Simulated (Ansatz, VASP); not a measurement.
# WC (Qusongite) in VASP and in Ansatz

File INCAR:

```
ALGO = Normal
EDIFF = 1E-7
ENCUT = 520
GGA = PE
ISIF = 2
ISMEAR = 0
LASPH = T
LCHARG = F
LREAL = F
LWAVE = F
NELM = 80
PREC = Accurate
SIGMA = 0.028999999999999998
```

The input KPOINTS:

```
k-points
0
Gamma
  10 10 9
```

Contents of POSCAR:

```
WC
1.0
    2.9065000000      0.0000000000      0.0000000000
   -1.4532500000      2.5171028361      0.0000000000
    0.0000000000      0.0000000000      2.8366000000
W C
1 1
Direct
    0.0000000000      0.0000000000      0.0000000000
    0.6666666667      0.3333333333      0.5000000000
```

File input.yaml:

```yaml
crystal:
  lattice:
    - [2.9065, 0.0, 0.0]
    - [-1.45325, 2.5171028361, 0.0]
    - [0.0, 0.0, 2.8366]
  atoms:
    - { symbol: W, position: [0.0, 0.0, 0.0] }
    - { symbol: C, position: [0.6666666667, 0.3333333333, 0.5] }
hamiltonian:
  xc: pbe
  pseudopotentials: { kind: paw }
kpoints:
  mp_grid: { grid: [10, 10, 9] }
scf:
  occupations: { method: gaussian, width: 0.029 }
output:
  forces: true
  stress: true
  eigenvalues: true
  write_density: true
  write_potential: true
  elf: true
  volumetric_format: npy
```

Alike in both runs: task single point; functional PBE; k mesh 10 × 10 × 9; occupations gaussian, width 0.029 eV; no spin polarisation.

```csv
,VASP,Ansatz
version,VASP 6.6.1,Ansatz 0.2.0
potentials or method,"VASP PAW PBE potentials, release 64 (W_sv, C)",Ansatz PAW
plane-wave cutoff (eV),520,420
valence electrons in the cell,18,18
```

Ansatz gave:

```
gap on the k mesh at the Fermi level (eV)       : none
pressure (GPa)                                  : 5.6
largest component of the traceless stress (GPa) : 0.63
```

Task: Estimate VASP's values.

Result: gap on the k mesh at the Fermi level (eV): none; pressure (GPa): 6.7; largest component of the traceless stress (GPa): 0.44.

A gap of «none» marks a metal or a gap that the smearing closes. The functional is the same, so the differences come from potentials, cutoffs and numerics.

Caveats: the pressure holds a Pulay correction of +0.3 GPa for the finite cutoff (Ansatz). Spin-orbit coupling is left out, which matters for the levels of W.
